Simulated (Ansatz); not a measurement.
Ni:

```xyz
1
Lattice="0.0000 1.7376 1.7376 1.7376 0.0000 1.7376 1.7376 1.7376 0.0000" Properties=species:S:1:pos:R:3 pbc="T T T"
Ni    0.0000    0.0000    0.0000
```

A run of Ansatz 0.2.0 on this cell left the log below. Logs are shortened: lines on timing, memory, paths and dates and some standing lists are left out, and cuts for length are marked.

```text
Warning: RAYON_NUM_THREADS=2 ignored (pool sized by the plan → 2); use --threads N
LAPW: plane waves up to 9.160 Å⁻¹, error target 1.0e-3 eV per atom; small_component_spin mean_spin; Ni in spheres of 1.229 Å, 18 of its electrons in bands, Dirac shells [] (how accurate: hamiltonian.pseudopotentials.lapw.basis_error, Limitations)
Engine: ansatz 0.2.0, aarch64-unknown-linux-gnu
Pseudopotentials: kind: all_electron
Pseudopotential: Ni, LAPW, valence charge 18, lapw/all_electron/scalar/gaussian/Ni, Koelling and Harmon's equation, gaussian nucleus
Functional definition: PBEsol
  exchange = pbesol_x
  correlation = pbesol_c
Crystal: 1 atoms, lattice volume = 10.492 Å³
Basis set: ecut = 319.68917319326357 eV, 137 PW (Γ), exchange–correlation at level 2
Bands: 14, of which v1, the nominal top of the filled ones, is band 9 counted from 1 (8 counted from 0)
Symmetry: 48 space group operations
Space group: Fm-3m (ITA 225), of the structure as read, at distance tolerance 2.2e-5 Å
Magnetic group: BNS 225.116 (UNI 1618), of the structure as read, at distance tolerance 2.2e-5 Å
k-points: 84 of 2197
Non-local potential: Ni, projectors of the file, none
Initial density: superposition of atomic densities (chi_scale 0.1, normalization cell)
Starting moments: Σ|m| = 1 μB on 1 of 1 site
Initial wavefunctions: plane waves of lowest kinetic energy (no species holds an atomic orbital)
Functional: x = pbesol(κ = 0.804, μ = 0.12345679012345678), c = pbesol(β = 0.046)
iter 1 solved again at ethr=9.57e-6 eV; its pass at ethr=1.00e-1 eV (dr2=1.72e-3 eV) is discarded
SCF iter   1: F=—  HF=-41348.120961 eV  |F-HF|=—  |Δ(HF+E_count)|=         —  Δρ=1.85e-2 (↑1.80e-2 ↓1.85e-2)  dr2=1.73e-3  dr2_m=3.14e-2  M=0.640 μB ∫|m|=0.682 μB  β_m=0.30  ethr=9.57e-6  ⟨swp⟩=4.0  Hψ=19342  notcnv=0
Mixer restart at iter 1: flushing history
preconditioner: auto → none  [metal: Δε(μ)=0.002 eV  Ē_g=17.182 eV  σ=0.050 eV  W_gap=0.01  n_scr=0 (ndim 8)  ℏωp=36.3 eV  f_vac=0.000  D(μ)=1.63/eV (n_scr^D=26)]
SCF iter   2: F=—  HF=-41348.125535 eV  |F-HF|=—  |Δ(HF+E_count)|=   4.57e-3  Δρ=1.30e-2 (↑1.28e-2 ↓1.30e-2)  dr2=7.69e-4  dr2_m=1.57e-2  M=0.637 μB ∫|m|=0.686 μB  β_m=0.64  ethr=9.57e-6  ⟨swp⟩=2.0  Hψ=6283  notcnv=0
iter 3 solved again at ethr=6.62e-9 eV; its pass at ethr=4.27e-6 eV (dr2=1.19e-6 eV) is discarded
SCF iter   3: F=—  HF=-41348.132585 eV  |F-HF|=—  |Δ(HF+E_count)|=   7.05e-3  Δρ=4.19e-4 (↑4.19e-4 ↓3.58e-4)  dr2=1.19e-6  dr2_m=1.39e-5  M=0.629 μB ∫|m|=0.701 μB  β_m=0.62  ethr=6.62e-9  ⟨swp⟩=3.0  Hψ=11945  notcnv=0
SCF iter   4: F=—  HF=-41348.132703 eV  |F-HF|=—  |Δ(HF+E_count)|=         —  Δρ=4.34e-4 (↑2.22e-4 ↓4.34e-4)  dr2=1.08e-5  dr2_m=5.61e-6  M=0.630 μB ∫|m|=0.704 μB  β_m=0.53  ethr=6.62e-9  ⟨swp⟩=3.0  Hψ=7214  notcnv=0
the basis was enlarged: its passes take 905.0 KiB over the memory plan, 2 of 2 planned eigensolver slots
SCF iter   5: F=—  HF=-41348.132666 eV  |F-HF|=—  |Δ(HF+E_count)|=   3.71e-5  Δρ=2.18e-4 (↑1.20e-4 ↓2.18e-4)  dr2=1.14e-6  dr2_m=2.33e-6  M=0.630 μB ∫|m|=0.705 μB  β_m=0.77  ethr=6.62e-9  ⟨swp⟩=3.0  Hψ=7103  notcnv=0
SCF iter   6: F=—  HF=-41348.132708 eV  |F-HF|=—  |Δ(HF+E_count)|=   4.18e-5  Δρ=4.82e-5 (↑2.53e-5 ↓4.82e-5)  dr2=6.16e-8  dr2_m=1.09e-7  M=0.630 μB ∫|m|=0.708 μB  β_m=0.74  ethr=6.34e-9  ⟨swp⟩=3.0  Hψ=6905  notcnv=0
SCF iter   7: F=—  HF=-41348.132710 eV  |F-HF|=—  |Δ(HF+E_count)|=   1.42e-6  Δρ=2.12e-6 (↑1.77e-6 ↓2.12e-6)  dr2=9.15e-11  dr2_m=2.63e-10  M=0.630 μB ∫|m|=0.708 μB  β_m=0.87  ethr=3.42e-10  ⟨swp⟩=3.0  Hψ=6972  notcnv=0
SCF iter   8: F=-41348.132710 eV  HF=-41348.132710 eV  |F-HF|=1.24e-10  |Δ(HF+E_count)|=   1.38e-8  Δρ=9.11e-7 (↑6.09e-7 ↓9.11e-7)  dr2=5.99e-12  dr2_m=5.34e-11  M=0.630 μB ∫|m|=0.708 μB  ethr=1.00e-12  ⟨swp⟩=3.0  Hψ=7087  notcnv=0
SCF 1 converged in 8 iterations: F = -41348.132710 eV  dr2 = 5.99e-12
SCF converged after 8 iterations
Magnetization: 0.6301 μB (9.3150 up, 8.6850 down)
Absolute magnetization: 0.7082 μB (∫|ρ↑−ρ↓|)
Spin contamination: 0.0056 ħ² per cell (⟨S²⟩ above its minimum at these occupations)
Per-site moments (μB) at R_I (Å): [(0.651894175040928, 1.2286495854221848)]
Free energy (F): -41348.132710 eV
Harris-Foulkes:  -41348.132710 eV  (|F-HF|=1.24e-10)
Internal energy: -41348.119887 eV  (E = F + TS)
E sigma→0 (E₀):  -41348.126298 eV
Entropy (-TS):   -0.012823 eV (-12.823 meV/atom)
Fermi energy:    18.971079 eV
--- Per-component energies (eV) ---
  E_band       = -270.124724
  E_kinetic    = 42005.249533
  E_xc         = -1695.446521
  E_electrostatic = -81657.922899  (all electrons and nuclei)
  E_smearing   = -0.012823  (= −TS)
  E_closure    = 0.000000  (closes the sum)
  E_atoms      = -41340.345444  (free atoms, spherical and without spin; not in F)
  Σ components = -41348.132710   (vs F -41348.132710, Δ=0.00e0)
  Basis errors (estimates in eV, not in F): energy 2.0e-4 per atom: plane waves 1.7e-4 (1.2e-4 summed), levels above the bands 5.0e-209, relativity 1.6e-8, radial functions 3.1e-5, core shells 6.5e-10; eigenvalues (radial functions only) 5.6e-6; not estimated: angular momenta, meshes, grids; target (lapw.basis_error) 1.0e-3; muffin-tin radii Ni 1.229 Å
--- Forces (eV/Å), atoms counted from 1 ---
  atom   1  Ni    -0.00000000     0.00000000    -0.00000000
  max |Σ_I F_I| component: 3.29e-32 eV/Å
--- Stress (GPa, compression-positive) ---
       -2.402158      -0.000000      -0.000000
       -0.000000      -2.402158      -0.000000
       -0.000000      -0.000000      -2.402158
  P = ⅓ Tr σ = -2.4022 GPa (-24.022 kbar)
--- Band table (eV; the first three rows and the last of 168) ---
  k-point 0 ↑: bands = ["-84.4571", "-44.8394", "-44.8394", "-44.8394", "9.5429", "16.4173", "16.4173", "16.4173", "17.6665", "17.6665", "42.6884", "46.8833", "46.8833", "46.8833"]
  k-point 1 ↑: bands = ["-84.4548", "-44.8540", "-44.8415", "-44.8415", "9.7804", "16.3533", "16.4713", "16.4713", "17.6437", "17.6437", "41.8690", "44.6118", "46.3508", "46.3508"]
  k-point 2 ↑: bands = ["-84.4484", "-44.8944", "-44.8472", "-44.8472", "10.4712", "16.1975", "16.5921", "16.5921", "17.6150", "17.6150", "38.5137", "43.6336", "45.5212", "45.5212"]
  k-point 83 ↓: bands = ["-83.5761", "-44.2144", "-44.1928", "-44.1268", "15.3719", "16.1387", "16.4563", "18.1975", "19.3249", "25.6722", "27.6962", "29.8283", "30.8957", "48.5875"]
```

Question: Write the input and the command behind it.

Answer: Single point with PBEsol, collinear spin, ferromagnetic start. The files as run (others can give the same):

input.yaml
```yaml
crystal:
  lattice:
    - [0.0, 1.737572933, 1.737572933]
    - [1.737572933, 0.0, 1.737572933]
    - [1.737572933, 1.737572933, 0.0]
  atoms:
    - { symbol: Ni, position: [0.0, 0.0, 0.0], spin: 1.0 }
kpoints:
  mp_grid: { grid: [13, 13, 13] }
scf:
  occupations: { method: fermi_dirac, width: 0.05 }
hamiltonian:
  xc: pbesol
  pseudopotentials: { kind: all_electron, lapw: { basis_error: 0.001 } }
magnetization:
  spin_polarized: true
output:
  forces: true
  stress: true
  eigenvalues: true
```

Potentials or basis: all-electron LAPW, scalar-relativistic.
Command:
```bash
$ ansatz run input.yaml --threads 2 --pin off --max-ram 6144MiB --backend cpu --events-out ev --progress --plain --runs-dir out
```
